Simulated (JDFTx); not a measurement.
Wanted: the native input for a JDFTx 1.7.0 (patched build) run.

- Task: relaxation of cell and atoms
- Functional: PBE
- Dispersion: D3
- Potentials or basis: PseudoDojo-SR-PBE-0.5-standard with smoothed tails
- Cutoff: 1116 eV
- Density cutoff: 8925 eV
- k mesh: 10 × 10 × 10
- Occupations: fermi-dirac, width 0.05 eV
- Spin: no spin polarisation
- Local potential set to -Z/r beyond: 6 bohr
- Bands: 14
- Density cutoff over wavefunction cutoff: 8
- Max SCF steps: 100
- SCF threshold on the energy: 1e-09 Ha
- Solver of the electrons: scf
- Further solve for the empty bands: no

The system is HfC.

```
Hf C
1.0
     0.00000    2.32500    2.32500
     2.32500    0.00000    2.32500
     2.32500    2.32500    0.00000
Hf C
1 1
Direct
  0.50000 0.50000 0.50000
  0.00000 0.00000 0.00000
```

The input as run:

HfC.in

```
lattice Face-Centered Cubic 8.7872264795
coords-type Lattice
ion Hf     0.5000000000     0.5000000000     0.5000000000 1
ion C      0.0000000000     0.0000000000     0.0000000000 1

ion-species pseudo/Hf.upf
ion-species pseudo/C.upf
elec-cutoff 41 328
elec-ex-corr gga-PBE
van-der-waals D3
kpoint-folding 10 10 10
elec-smearing Fermi 0.0018374661
elec-n-bands 14
electronic-SCF nIterations 100 energyDiffThreshold 1e-09
electronic-minimize nIterations 30 energyDiffThreshold 1e-7
forces-output-coords Cartesian
lattice-minimize nIterations 40 energyDiffThreshold 1e-6

dump-name run.$VAR
dump End Ecomponents EigStats BandEigs Kpoints Forces Stress ElecDensity Dtot KEdensity
```

Potentials or basis: PseudoDojo-SR-PBE-0.5-standard with smoothed tails.

The run is started by

```bash
$ jdftx -c 1 -i HfC.in -o HfC.out
```

It gave:

```json
{
 "Relaxed volume": "12.37 Å³/atom",
 "Relaxed cell": "a = 3.271 Å, b = 3.271 Å, c = 3.271 Å, α = 60.00°, β = 60.00°, γ = 60.00°",
 "Space group after relaxing (to 0.05 Å)": "Fm-3m (No. 225)",
 "Energy gained by relaxing": "2.3 meV/atom",
 "Ionic steps": "5",
 "Pressure after relaxing": "0.0 GPa",
 "Band gap on the k mesh": "none (metal or under the smearing width)",
 "Loewdin charges": "Hf +0.73; C -0.70 e"
}
```

Caveat: pairwise dispersion overbinds metals, which lowers pressure and volume.

Run time: 120 s on 1 thread of Intel(R) Xeon(R) Platinum 8488C (Sapphire Rapids), with other jobs on the host, peak memory 0.14 GiB.
